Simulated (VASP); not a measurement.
Input of a VASP 6.6.1 run:

The input POSCAR:

```
ZnS
1.0
    3.8457352458      0.0000000000      0.0000000000
   -1.9228676229      3.3305044191      0.0000000000
    0.0000000000      0.0000000000      6.3042469113
Zn S
2 2
Direct
    0.3333333333      0.6666666667      0.0052037217
    0.6666666667      0.3333333333      0.5052037217
    0.3333333333      0.6666666667      0.3797962683
    0.6666666667      0.3333333333      0.8797962683
```

The input INCAR.step1:

```
SYSTEM = ZnS
PREC = Accurate ; ENCUT = 520
ISMEAR = 0 ; SIGMA = 0.02
LREAL = .False. ; LASPH = .True.
NELM = 80 ; NBANDS = 26
GGA = PE ; ALGO = Normal
EDIFF = 1E-4 ; LWAVE = .True.
LCHARG = .False.
```

The input INCAR.step2:

```
SYSTEM = ZnS
PREC = Accurate ; ENCUT = 520
EDIFF = 1E-7 ; ISMEAR = 0
SIGMA = 0.02 ; LREAL = .False.
LASPH = .True. ; NELM = 80
ALGO = Normal ; ISIF = 2
LWAVE = .False. ; LCHARG = .False.
METAGGA = R2SCAN ; LMIXTAU = .True.
NBANDS = 26 ; ISTART = 1
```

The input KPOINTS:

```
Automatic mesh
0
Gamma
  12 12 6
  0 0 0
```

Potentials or basis: VASP PAW PBE potentials, release 64 (Zn, S).

Run with:

```console
$ cat potpaw_PBE.64/Zn/POTCAR potpaw_PBE.64/S/POTCAR > POTCAR
$ cp INCAR.step1 INCAR
$ mpirun -np 1 vasp_std > vasp.out
$ cp INCAR.step2 INCAR
$ mpirun -np 1 vasp_std > vasp.out
```

**Question.** Predict the largest force.

**Answer.** 0.014 eV/Å.

**Question.** Estimate the band gap on the k mesh.

**Answer.** 2.65 eV, direct.

**Question.** Estimate the pressure.

**Answer.** -2.2 GPa.

Forces on the atoms (eV/Å):
```
Zn   0.000  0.000  0.014
Zn   0.000  0.000  0.014
S    0.000  0.000 -0.014
S    0.000  0.000 -0.014
```

Caveat: the PAW data sets were made with another functional, which shifts forces and pressure a little.

**Experimental background.**

From a printed reference work, monograph, for a bulk crystal of ZnS at 4 K: band gap 3.911 eV (direct).

Measured gap of ZnS: 3.911 eV (direct; 4 K; a printed reference work, monograph). This calculation gives 2.65 eV (-1.27 eV). The value is that of r2SCAN on a finite k mesh, which can miss the band edges, without temperature or zero-point motion.
